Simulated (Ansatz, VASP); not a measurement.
Co: VASP beside Ansatz

```xyz
2
Lattice="2.4431 0.0000 0.0000 0.0000 2.4431 0.0000 0.0000 0.0000 3.4533" Properties=species:S:1:pos:R:3 pbc="T T T"
Co    0.0000    0.0000    0.0000
Co    1.2215    1.2215    1.7266
```

Alike in both runs: task single point; functional PBE; k mesh 7 × 7 × 5; occupations fermi-dirac, width 0.1 eV; collinear spin.

|  | VASP | Ansatz |
| --- | --- | --- |
| version | VASP 6.6.1 | Ansatz 0.2.0 |
| potentials or method | VASP PAW PBE potentials, release 64 (Co) | plane waves (420 eV) with PAW, scalar-relativistic |
| plane-wave cutoff (eV) | 520 | 420 |
| valence electrons in the cell | 18 | 34 |

VASP gave:

```
net moment per atom (μB)                                      : 1.57
size of the moment on the site where the two differ most (μB) : 1.58
```

Problem. What did Ansatz give for the same quantities?

Solution. net moment per atom (μB): 1.58; size of the moment on the site where the two differ most (μB): 1.64.

Site moments also hang on the region over which each program counts them. The two sets of potentials don't hold the same shells in valence.

Caveats: the k mesh is coarse (spacing up to 0.37 Å⁻¹), so the values aren't converged.
